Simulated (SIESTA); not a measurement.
Crystal: Ge.

```
CELL_PARAMETERS angstrom
0.00000 2.82891 2.82891
2.82891 0.00000 2.82891
2.82891 2.82891 0.00000
ATOMIC_POSITIONS crystal
Ge 0.75000 0.75000 0.75000
Ge 0.50000 0.50000 0.50000
```

Base run:

```yaml
Program: SIESTA 5.4.2
Functional: vdW-DF-cx
Potentials_or_basis: PseudoDojo 0.4 standard (PBE files)
Basis: DZP (energy shift 0.003 Ry; two zetas on semicore shells)
Grid_cutoff: 800 Ry
Energy_shift: 0.003 Ry
k_mesh: 8 × 8 × 8
Occupations: fermi-dirac, width 0.05 eV
Spin: no spin polarisation
```

Its results: band gap on the k mesh none (metal or under the smearing width); pressure 3.3 GPa.

**Question.** The run is repeated on the same cell with these changes: functional from vdW-DF-cx to BLYP. What comes out?

**Answer.** Band gap on the k mesh none (metal or under the smearing width); pressure 7.9 GPa.

Caveats: the potentials were made for another functional, which shifts forces and pressure; the basis of atomic orbitals isn't converged, which shifts pressures, moduli and gaps.

Not every run made on this cell is shown here.
